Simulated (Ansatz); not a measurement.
Runs of Ansatz 0.2.0 on AlN. It takes space group P6_3mc (No. 186, hexagonal). The conventional cell has a = 3.113 Å, b = 3.113 Å, c = 4.981 Å, α = 90.00°, β = 90.00°, γ = 120.00°. Al (site symmetry 3m) is surrounded by 4 N at 1.89 Å. Around N (site symmetry 3m) lie 4 Al at 1.89 Å. 

```csv
task,level,cell,smearing,points for each segment of the path,gap on the mesh (eV),pressure (GPa),relaxed volume (Å³/atom),largest force (eV/Å)
single point,PBE,as given,gaussian 0.011 eV,-,4.21,3.7,-,0.13
band structure,RPBE,as given,fermi-dirac 0.05 eV,14,4.25,7.4,-,0.14
relaxation of cell and atoms,PBE+D4,relaxed,fermi-dirac 0.05 eV,-,(c),0.0,10.40,-
band structure,revPBE,as given,fermi-dirac 0.05 eV,14,4.24,6.5,-,0.14
relaxation of cell and atoms,RPBE,relaxed,fermi-dirac 0.05 eV,-,(a),0.0,10.84,-
single point,PBE,as given,gaussian 0.028 eV,-,4.21,3.7,-,0.13
relaxation of cell and atoms,PBE+D3(BJ),relaxed,fermi-dirac 0.05 eV,-,4.21,0.0,(b),-
band structure,PBE,as given,fermi-dirac 0.05 eV,14,4.21,3.7,-,0.13
```

Alike in all rows: potentials or basis Ansatz PAW; no spin polarisation; k mesh 10 × 10 × 6; cutoff (eV) 420.

Question: Estimate the missing entries.

Answer: (a) 3.91; (b) 10.42; (c) 4.23.

Caveats: the PAW data sets come from PBE, with cores solved anew for the run's functional, which leaves a small shift of forces and pressure (some runs); the plane-wave basis is chosen anew once the cell has moved, so the energies of steps on either side of that aren't comparable (some runs).

A k mesh can miss the band edges.
